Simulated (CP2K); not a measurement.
Crystal: Sb.

```
Sb
1.0
     4.50666    0.00000    0.00000
     2.44723    3.78432    0.00000
     2.44723    1.33179    3.54223
Sb
2
Direct
  0.76651 0.76651 0.76651
  0.23349 0.23349 0.23349
```

Base run:

| Property | Result |
| --- | --- |
| Program | CP2K 2026.2 |
| Functional | optB88-vdW |
| Potentials or basis | POTENTIAL_UZH Sb GTH-PBE-q5; TZVP-MOLOPT-PBE-GTH basis |
| Density cutoff | 9184 eV |
| k mesh | 8 × 8 × 8 |
| Occupations | fermi-dirac, width 0.05 eV |
| Spin | no spin polarisation |

Its results: band gap on the k mesh none (metal or under the smearing width); pressure 5.0 GPa; largest force 0.178 eV/Å.

Problem. After a change of settings the same cell gave: band gap on the k mesh none (metal or under the smearing width); pressure 2.5 GPa; largest force 0.319 eV/Å. Which change was it?
A. functional from optB88-vdW to revPBE
B. functional from optB88-vdW to TASK
C. functional from optB88-vdW to PBEsol
D. functional from optB88-vdW to vdW-DF-cx

Solution. C.

Caveats: the potentials were made for another functional, which shifts forces and pressure; the basis of atomic orbitals isn't converged, which shifts pressures, moduli and gaps.

Runs at the PBE level aren't shown here.
